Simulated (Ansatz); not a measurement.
BaO at several levels of theory

One geometry, relaxed with PBE, and single points on it; plane waves with PAW potentials in Ansatz, scalar-relativistic unless the row names spin-orbit coupling. No spin polarisation. Meshes are on the primitive cell of 2 atoms. Gaps are the least over mesh and band path; pressure is positive in compression. Smearing is Gaussian, 0.02 eV. Stresses of the hybrids are converged loosely, to a few tenths of a GPa.

```cif
data_structure
_symmetry_space_group_name_H-M 'Fm-3m'
_symmetry_Int_Tables_number 225
_cell_length_a 5.5733
_cell_length_b 5.5733
_cell_length_c 5.5733
_cell_angle_alpha 90.000
_cell_angle_beta 90.000
_cell_angle_gamma 90.000
_cell_volume 173.12
loop_
_atom_site_label
_atom_site_type_symbol
_atom_site_symmetry_multiplicity
_atom_site_Wyckoff_symbol
_atom_site_fract_x
_atom_site_fract_y
_atom_site_fract_z
_atom_site_occupancy
Ba1 Ba 4 a 0.00000 0.00000 0.00000 1
O1 O 4 b 0.50000 0.00000 0.00000 1
```

```json
{"level": "HSE06", "cutoff (eV)": "420", "k mesh": "6×6×6", "gap (eV)": "3.37", "pressure (GPa)": "-1.6", "rough cost with bands (core-min)": "4"}
```

Task: What does PBE0 give on the same cell?

Result:
```csv
level,cutoff (eV),k mesh,gap (eV),pressure (GPa),rough cost with bands (core-min)
PBE0,420,6×6×6,4.11,-1.6,4
```

Spin-orbit coupling is left out except in a row that names it, which matters for the bands of heavy elements.